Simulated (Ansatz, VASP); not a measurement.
**InO4 in VASP and in Ansatz**

```
In O
1.0
     4.24993    0.00000    0.00000
     0.00000    4.24993    0.00000
     0.00000    0.00000   33.27183
In O
1 4
Direct
  0.00000 0.00000 0.28605
  0.00000 0.50000 0.28592
  0.50000 0.00000 0.28592
  0.00000 0.00000 0.35209
  0.00000 0.00000 0.22002
```

Change from the starting cell: species swapped into a sheet of the InO4 type.

Alike in both runs: functional PBE; k mesh 10 × 10 × 1; occupations gaussian, width 0.1 eV; collinear spin.

Ansatz relaxed the structure, and its values are those at the end. VASP's run is a single point on that final structure, the one shown.

|  | VASP | Ansatz |
| --- | --- | --- |
| version | VASP 6.6.1 | Ansatz 0.2.0 |
| potentials or method | VASP PAW PBE potentials, release 64 (In_d, O) | scalar-relativistic, plane waves, PAW |
| plane-wave cutoff (eV) | 520 | 420 |
| valence electrons in the cell | 37 | 37 |

VASP gave:

```
gap on the k mesh at the Fermi level (eV)                     : none
rms of the force components (eV/Å)                            : 0.018
net moment per atom (μB)                                      : 1.00
size of the moment on the site where the two differ most (μB) : 1.26
```

Q: What did Ansatz give for the same quantities?

A: gap on the k mesh at the Fermi level (eV): none; rms of the force components (eV/Å): 0.002; net moment per atom (μB): 1.00; size of the moment on the site where the two differ most (μB): 1.42.

Site moments also hang on the region over which each program counts them. A gap of «none» marks a metal or a gap that the smearing closes. With one functional, cell and mesh, what is left measures potentials, basis and numerics. Ansatz warned: «xc_potential_rough_in_thin_density».
